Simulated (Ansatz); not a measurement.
This P structure is the end of a relaxation. The cell was found from a structure generator's guess, not taken from experiment.

The calculation used DFT PBE, scalar-relativistic, plane waves, PAW (Ansatz 0.2.0). Cutoff 420 eV, Γ-centred mesh, Gaussian smearing, no spin polarisation.

```xyz
1
Lattice="2.4445 0.0000 0.0000 0.0000 2.4445 0.0000 0.0000 0.0000 2.4445" Properties=species:S:1:pos:R:3 pbc="T T T"
P     0.0000    0.0000    0.0000
```

Energies count from the standard state of P at the same level. The references include black phosphorus.

(1) Find its symmetry and describe it.

(2) How far does it lie from the standard state of P?

(3) Is it a metal?

Results:

(1) Pm-3m (No. 221), the simple cubic type. Conventional cell: a = 2.444 Å. P is surrounded by 6 P at 2.44 Å.

(2) +0.09 eV/atom. It lies above the standard state, so it could only be metastable.

(3) Yes, bands cross the Fermi level on the 22×22×22 mesh.

The last run used a 22×22×22 mesh for its 1-atom cell and Gaussian smearing of 0.10 eV. The reference form of P is held partly by dispersion forces, which this level lacks. A structure relaxed within its symmetry needn't be a true minimum.
